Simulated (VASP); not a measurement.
A run of VASP 6.6.1 is set up as follows.

INCAR

```
ALGO = Normal ; EDIFF = 1E-7
EDIFFG = -0.04 ; ENCUT = 600
GGA = PE ; IBRION = 2
ISIF = 3 ; ISMEAR = 0
LASPH = True ; LCHARG = False
LREAL = False ; LWAVE = False
NELM = 60 ; NSW = 90
PREC = Accurate ; SIGMA = 0.1
```

KPOINTS

```
k-points
0
Gamma
  8 8 8
```

The input POSCAR:

```
Ag
1.0
   -1.4801893232      1.5160689127      1.9906916620
    1.4801893232     -1.5160689127      1.9906916620
    1.4801893232      1.5160689127     -1.9906916620
Ag
1
Direct
    0.5000000000      0.0000000000      0.5000000000
```

Potentials or basis: VASP PAW PBE potentials, release 64 (Ag).

The run is started by

```sh
$ cat potpaw_PBE.64/Ag/POTCAR > POTCAR
$ mpirun -np 1 vasp_std > vasp.out
```

(1) Estimate the relaxed cell.

(2) Predict the band gap on the k mesh.

## Answers

(1) a = 2.929 Å, b = 2.929 Å, c = 2.929 Å, α = 119.51°, β = 119.56°, γ = 90.80°.

(2) none (metal or under the smearing width).

Caveat: the k mesh is coarse (spacing up to 0.37 Å⁻¹), so the values aren't converged.
